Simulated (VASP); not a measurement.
Runs of VASP 6.6.1 on AgI. The structure is cubic, space group F-43m (No. 216). Conventional cell: a = 6.473 Å, b = 6.473 Å, c = 6.473 Å, α = 90.00°, β = 90.00°, γ = 90.00°. Ag (site symmetry -43m) has 4 I at 2.80 Å as nearest neighbours. I (site symmetry -43m) has 4 Ag at 2.80 Å as nearest neighbours. Measurements of this composition are mostly on another form, of space group No. 229.

| task | cell | gap on the mesh (eV) | pressure (GPa) |
| --- | --- | --- | --- |
| electric field gradients | volume scaled by 0.96, crystal datasets | 1.34 | (a) |
| single point | volume scaled by 0.98 | 1.34 | 3.0 |
| electric field gradients | volume scaled by 0.98, PAW files | 1.34 | 3.0 |
| single point | as given | 1.34 | 2.2 |

Alike in all rows: level PBE; potentials or basis VASP PAW PBE potentials, release 64 (Ag, I); no spin polarisation; k mesh 7 × 7 × 7; cutoff (eV) 520; smearing fermi-dirac 0.03 eV.

Task: Estimate the missing entries.

Result: (a) 3.8.

Caveats: spin-orbit coupling is left out, which moves the levels of the heavy elements.

A k mesh can miss the band edges, and the runs leave out spin-orbit coupling on Ag, I.
